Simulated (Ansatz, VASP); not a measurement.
## MgO: VASP beside Ansatz

```
Mg O
1.0
     0.00000    2.14100    2.14100
     2.14100    0.00000    2.14100
     2.14100    2.14100    0.00000
Mg O
1 1
Direct
  0.00000 0.00000 0.00000
  0.50000 0.50000 0.50000
```

Alike in both runs: task single point; functional PBE; k mesh 9 × 9 × 9; occupations fermi-dirac, width 0.03 eV; no spin polarisation.

|  | VASP | Ansatz |
| --- | --- | --- |
| version | VASP 6.6.1 | Ansatz 0.2.0 |
| potentials or method | VASP PAW PBE potentials, release 64 (Mg, O) | PAW, plane waves, scalar-relativistic |
| plane-wave cutoff (eV) | 520 | 420 |
| valence electrons in the cell | 8 | 16 |

```csv
,VASP,Ansatz,Ansatz less VASP
pressure (GPa),-3.6,-2.8,+0.75
```

With one functional, cell and mesh, what is left measures potentials, basis and numerics. The two sets of potentials don't hold the same shells in valence.
